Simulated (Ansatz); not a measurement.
# InSe (R3m) in Ansatz: band structure with PBEsol

Aim: the band structure of InSe with PBEsol.

All numbers are computed with Ansatz 0.2.0; they aren't measurements. Logs are shortened: lines on timing, memory, paths and dates and some standing lists are left out, and cuts for length are marked.

**Experimental background.**

From “The Interaction of Hydrogen with the van der Waals Crystal γ-InSe”, 2020, pmc:7321205, for a bulk crystal of InSe at 300 K: band gap 1.25 eV.

How close the calculation comes is told below.

## (1) Starting point

Symmetry: R3m, No. 160, trigonal system. Conventional cell: a = 4.000 Å, b = 4.000 Å, c = 25.320 Å, α = 90.00°, β = 90.00°, γ = 120.00°. In (site symmetry 3m) has 3 Se at 2.63 Å and 1 In at 2.82 Å as nearest neighbours. Around In (site symmetry 3m) lie 3 Se at 2.64 Å and 1 In at 2.82 Å. Around Se (site symmetry 3m) lie 3 In at 2.63 Å. Around Se (site symmetry 3m) lie 3 In at 2.64 Å.

## (2) Band structure, PBEsol

Contents of input.yaml:

```yaml
crystal:
  lattice:
    - [2.0, 1.1547005384, 8.44]
    - [-2.0, 1.1547005384, 8.44]
    - [0.0, -2.3094010768, 8.44]
  atoms:
    - { symbol: In, position: [0.8886, 0.8886, 0.8886] }
    - { symbol: In, position: [0.0, 0.0, 0.0] }
    - { symbol: Se, position: [0.1719, 0.1719, 0.1719] }
    - { symbol: Se, position: [0.3835, 0.3835, 0.3835] }
hamiltonian:
  xc: pbesol
  pseudopotentials: { kind: paw }
kpoints:
  mp_grid: { grid: [8, 8, 8] }
  band_path:
    path:
      - [[0.0, 0.0, 0.0], [0.5, 0.0, 0.0], [0.5, 0.1791451724, -0.1791451724]]
      - [[0.8208548276, 0.5, 0.1791451724], [0.5, 0.5, 0.5], [0.0, 0.0, 0.0], [0.3395725862, 0.0, -0.3395725862]]
      - [[0.6604274138, 0.3395725862, 0.0], [0.5, 0.5, 0.0], [0.6604274138, 0.6604274138, 0.1791451724], [0.5, 0.5, 0.5]]
      - [[0.5, 0.0, 0.0], [0.8208548276, 0.3395725862, 0.3395725862]]
    npoints: 14
scf:
  occupations: { method: fermi_dirac, width: 0.05 }
  n_extra_bands: 10
output:
  forces: true
  stress: true
  eigenvalues: true
  fatbands: true
```

Potentials or basis: Ansatz PAW.

On the command line:

```bash
> ansatz run input.yaml --threads 2 --pin off --max-ram 5632MiB --backend cpu --events-out ev --progress --plain --runs-dir out
```

What it wrote:

```text
Warning: RAYON_NUM_THREADS=2 ignored (pool sized by the plan → 2); use --threads N
basis.fft_grid_basis auto: the FFT boxes are laid along the combinations [[1, 0, -1], [0, 1, -1], [0, 0, 1]] of the cell's own vectors, 4.000, 4.000 and 8.750 Å long. The dense box has 27×27×60 points. Along the cell's own vectors, as sized, it would have 60×60×60, 4.94 times as many. Of the 6 symmetry operations that the crystal satisfies within crystal.symmetry.tolerance (time reversal apart; of a slab, those that keep its plane) the dense box along the cell's own vectors carries 6, and the one as laid loses 4 of those. basis.fft_grid_basis: typed keeps the cell's own vectors: state it where this run's energies or levels are differenced outside the engine with another run's, or held beside a run that keeps those vectors.
scf.n_extra_bands = 10 over 29 filled bands (N_el = 58.0): the run solves 39 bands
Engine: ansatz 0.2.0, aarch64-unknown-linux-gnu
Pseudopotentials: kind: paw
Pseudopotential: In, paw, valence charge 13, recommended cutoff 420 eV (normal), In.paw.azcp
Pseudopotential: Se, paw, valence charge 16, recommended cutoff 420 eV (normal), Se.paw.azcp
Functional definition: PBEsol
  exchange = pbesol_x
  correlation = pbesol_c
Crystal: 4 atoms, lattice volume = 116.948 Å³
Basis set: ecut = 420 eV, 2309 PW (Γ), FFT grids on a1−a3, a2−a3, a3, exchange–correlation on 54×54×120 points (8 copies of the dense FFT grid, shifted against one another)
Bands: 39, of which v1, the nominal top of the filled ones, is band 29 counted from 1 (28 counted from 0)
Symmetry: 6 space group operations
Space group: R3m (ITA 160), of the structure as read, at distance tolerance 4.9e-5 Å
k-points: 65 of 512 (time reversal used)
Non-local potential: In, projectors of the file, l = 0: 2, l = 1: 2, l = 2: 2, l = 3: 2
Non-local potential: Se, projectors of the file, l = 0: 2, l = 1: 2, l = 2: 3, l = 3: 1
PAW form: soft (Blöchl's): semilocal exchange-correlation on the pseudo side does not see the compensation charge
PAW frozen core: In, regenerated for the run's functional, and the local potential with it (the file was generated under x = pbe(κ = 0.804, μ = 0.2195149727645171), c = pbe(β = 0.06672455060314922))
PAW frozen core: Se, regenerated for the run's functional, and the local potential with it (the file was generated under x = pbe(κ = 0.804, μ = 0.2195149727645171), c = pbe(β = 0.06672455060314922))
PAW one-centre angular grid: In, 590 points (default); XC on 64 Gauss nodes
PAW one-centre angular grid: Se, 590 points (default); XC on 64 Gauss nodes
Initial density: superposition of atomic densities (neutral atoms: chi_scale 0, normalization atom), corrected by the library's trained network
Initial wavefunctions: pseudopotential atomic-orbital guess
Functional: x = pbesol(κ = 0.804, μ = 0.12345679012345678), c = pbesol(β = 0.046)
SCF iter   1: F=—  HF=-21901.166352 eV  |F-HF|=—  |Δ(HF+E_count)|=         —  Δρ=4.10e-3  dr2=4.69e-2  ethr=1.77e-3  ⟨swp⟩=6.4  Hψ=10814  notcnv=0  defer=54
preconditioner: auto → Resta (q_TF=auto, 2.427 Å⁻¹)  ε∞=2.9  [insulator: Δε(μ)=0.330 eV  Ē_g=15.431 eV  σ=0.050 eV  W_gap=0.93  n_scr=30 (ndim 8)  ℏωp=21.2 eV  f_vac=0.086  D(μ)=0.01/eV (n_scr^D=0)  ε∞_Penn≈2.9]
SCF iter   2: F=—  HF=-21901.154119 eV  |F-HF|=—  |Δ(HF+E_count)|=   1.22e-2  Δρ=1.62e-3  dr2=3.57e-3  ethr=8.09e-5  ⟨swp⟩=2.0  Hψ=3485  notcnv=0  defer=264
SCF iter   3: F=—  HF=-21901.153540 eV  |F-HF|=—  |Δ(HF+E_count)|=   5.78e-4  Δρ=7.08e-4  dr2=6.87e-4  ethr=6.16e-6  ⟨swp⟩=2.0  Hψ=3471  notcnv=0  defer=264
SCF iter   4: F=—  HF=-21901.153595 eV  |F-HF|=—  |Δ(HF+E_count)|=   5.50e-5  Δρ=2.10e-4  dr2=5.73e-5  ethr=1.18e-6  ⟨swp⟩=2.1  Hψ=2796  notcnv=0  defer=264
SCF iter   5: F=—  HF=-21901.153631 eV  |F-HF|=—  |Δ(HF+E_count)|=   3.65e-5  Δρ=3.35e-5  dr2=1.63e-6  ethr=9.88e-8  ⟨swp⟩=2.0  Hψ=2856  notcnv=0  defer=264
SCF iter   6: F=—  HF=-21901.153634 eV  |F-HF|=—  |Δ(HF+E_count)|=   2.32e-6  Δρ=1.02e-5  dr2=1.41e-7  ethr=2.81e-9  ⟨swp⟩=2.0  Hψ=4157  notcnv=0  defer=264
SCF iter   7: F=-21901.153634 eV  HF=-21901.153634 eV  |F-HF|=1.79e-8  |Δ(HF+E_count)|=   5.08e-8  Δρ=3.06e-6  dr2=1.28e-8  ethr=1.72e-10  ⟨swp⟩=9.5  Hψ=12368  notcnv=0
SCF 1 converged in 7 iterations: F = -21901.153634 eV  dr2 = 1.28e-8
NSCF: frozen V_eff on 130 k-points
SCF converged after 7 iterations
Free energy (F): -21901.153634 eV
Harris-Foulkes:  -21901.153634 eV  (|F-HF|=1.79e-8)
Internal energy: -21901.153555 eV  (E = F + TS)
E sigma→0 (E₀):  -21901.153594 eV
Entropy (-TS):   -0.000079 eV (-0.020 meV/atom)
Fermi energy:    7.328934 eV
--- Per-component energies (eV) ---
  E_band       = -921.054224
  E_kinetic    = 723.303799
  E_local      = -7924.134857  (includes V_loc(G=0)·N_el)
  E_nonlocal   = -448.438368
  E_hartree    = 3646.909734
  E_xc         = -632.959939
  E_vxc        = -395.076602  (∫ρ·V_xc dr)
  E_paw        = -11904.117650  (= ΣΔE_a)
  E_vpaw       = -170.526068  (= ΣTr[D̂ρ^β])
  E_aug_tail   = -0.001163  (compensation charges beyond the density's cutoff)
  E_ewald      = -5364.203816
  E_core_change = 2.488706  (= ΣΔE_core)
  E_smearing   = -0.000079  (= −TS)
  E_closure    = 0.000000  (closes the sum)
  Σ components = -21901.153634   (vs F -21901.153634, Δ=0.00e0)
--- Forces (eV/Å), atoms counted from 1 ---
  atom   1  In     0.00000000    -0.00000000     0.30011792
  atom   2  In    -0.00000000     0.00000000    -0.28206554
  atom   3  Se     0.00000000     0.00000000    -0.08721388
  atom   4  Se     0.00000000     0.00000000     0.06915062
  max |Σ_I F_I| component: 1.09e-5 eV/Å
--- Stress (GPa, compression-positive) ---
        0.494548       0.000000       0.000000
        0.000000       0.494548       0.000000
       -0.000000      -0.000000      -0.487912
  P = ⅓ Tr σ = 0.1671 GPa (1.671 kbar)
--- Band table (eV; the first three rows and the last of 65) ---
  k-point 0: bands = ["-40.3864", "-40.3864", "-40.3785", "-40.3785", "-40.3575", "-40.3575", "-40.3512", "-40.3512", "-40.3467", "-40.3409", "-7.5767", "-7.4034", "-7.4034", "-7.3297", "-7.3297", "-7.3055", "-7.3055", "-7.1454", "-7.1389", "-7.1389", "-6.4354", "-6.0262", "0.8136", "3.6734", "5.5999", "5.8409", "5.8409", "5.9346", "5.9346", "8.7818", "9.1466", "11.5098", "11.5098", "12.2551", "12.5860", "12.5860", "14.5626", "15.6572", "16.2443"]
  k-point 1: bands = ["-40.3864", "-40.3864", "-40.3785", "-40.3785", "-40.3576", "-40.3575", "-40.3512", "-40.3512", "-40.3467", "-40.3409", "-7.5843", "-7.4620", "-7.4034", "-7.3997", "-7.3183", "-7.3098", "-7.2984", "-7.1757", "-7.1402", "-7.0807", "-6.2533", "-5.8768", "0.9271", "3.4000", "4.8252", "5.4468", "5.6414", "5.7675", "6.0215", "9.1363", "9.8424", "10.7908", "11.6647", "11.9065", "12.6062", "12.9383", "14.1952", "15.5290", "16.0867"]
  k-point 2: bands = ["-40.3864", "-40.3863", "-40.3785", "-40.3783", "-40.3576", "-40.3575", "-40.3512", "-40.3512", "-40.3466", "-40.3408", "-7.6476", "-7.5299", "-7.5093", "-7.3951", "-7.3203", "-7.2909", "-7.2767", "-7.1913", "-7.1429", "-7.0278", "-5.8277", "-5.5151", "1.1256", "2.6233", "3.6334", "5.0917", "5.2449", "5.3832", "6.1321", "9.1010", "9.2925", "11.1116", "11.3206", "11.8838", "13.4993", "13.5085", "13.7828", "14.9423", "15.5222"]
  k-point 64: bands = ["-40.3864", "-40.3864", "-40.3785", "-40.3785", "-40.3575", "-40.3575", "-40.3512", "-40.3512", "-40.3467", "-40.3409", "-7.5762", "-7.4036", "-7.4036", "-7.3295", "-7.3295", "-7.3056", "-7.3056", "-7.1568", "-7.1387", "-7.1387", "-6.2842", "-6.1826", "1.1647", "2.7760", "5.7722", "5.7722", "6.0098", "6.0098", "7.1449", "7.4872", "9.2116", "11.4255", "11.4255", "12.7129", "12.7129", "12.7482", "15.0339", "15.7388", "15.9005"]
```

It took 31 s on 2 threads of Arm Neoverse V2, shared host; peak memory 0.55 GiB.

What came out:

| Quantity | Value |
| --- | --- |
| Free energy | -21901.1536 eV |
| Pressure | 0.2 GPa |
| Largest force | 0.300 eV/Å |
| Band gap on the k mesh | 0.34 eV, direct |
| Band gap along the path | 0.34 eV, direct |

Forces in eV/Å, atoms in the order of the input:
```
In   0.000  0.000  0.300
In   0.000  0.000 -0.282
Se   0.000  0.000 -0.087
Se   0.000  0.000  0.069
```

Stress tensor (GPa, compression positive):
```
 0.49  0.00  0.00
 0.00  0.49  0.00
 0.00  0.00 -0.49
```

Levels at the corners of the path, in eV from the valence-band top:
```csv
point,band 26,band 27,band 28,band 29,band 30,band 31,band 32,band 33
Γ,-1.30,-1.30,-1.21,-1.21,1.64,2.00,4.36,4.36
L,-2.40,-2.35,-2.25,-1.68,1.14,1.91,3.56,3.91
B1,-3.70,-2.55,-2.25,-1.76,1.67,2.40,3.32,4.34
B,-3.70,-2.55,-2.25,-1.76,1.67,2.40,3.32,4.34
Z,-1.37,-1.14,-1.14,0.00,0.34,2.07,4.28,4.28
Γ,-1.30,-1.30,-1.21,-1.21,1.64,2.00,4.36,4.36
X,-3.72,-2.58,-2.23,-1.73,1.72,2.31,3.36,4.31
Q,-3.72,-2.58,-2.23,-1.73,1.72,2.31,3.36,4.31
F,-2.67,-2.51,-2.06,-1.52,1.12,1.92,3.21,3.53
P1,-2.60,-2.48,-2.09,-1.65,1.34,1.74,3.28,3.70
Z,-1.37,-1.14,-1.14,0.00,0.34,2.07,4.28,4.28
L,-2.40,-2.35,-2.25,-1.68,1.14,1.91,3.56,3.91
P,-2.60,-2.48,-2.09,-1.65,1.34,1.74,3.28,3.70
```

Caveat: spin-orbit coupling is left out, which moves the levels of the heavy elements; the PAW data sets come from PBE, with cores solved anew for the run's functional, which leaves a small shift of forces and pressure.

## (3) For comparison

An earlier run on the cell as given: functional PBEsol; potentials or basis Ansatz PAW; cutoff 420 eV (not typed: the program's choice for these potentials); k mesh 8 × 8 × 8; occupations fermi-dirac, width 0.05 eV; no spin polarisation.

* Pressure: 0.2 GPa
* Largest force: 0.300 eV/Å
* Band gap on the k mesh: 0.34 eV, direct

## (4) How close it comes

Step 2. A measured gap of InSe is 1.25 eV (300 K; “The Interaction of Hydrogen with the van der Waals Crystal γ-InSe”, 2020, pmc:7321205); the calculated 0.34 eV misses it by -0.91 eV. Spin-orbit coupling on In, Se is left out. The value is that of PBEsol, without temperature or zero-point motion. Semilocal functionals fall short of measured gaps as a rule.
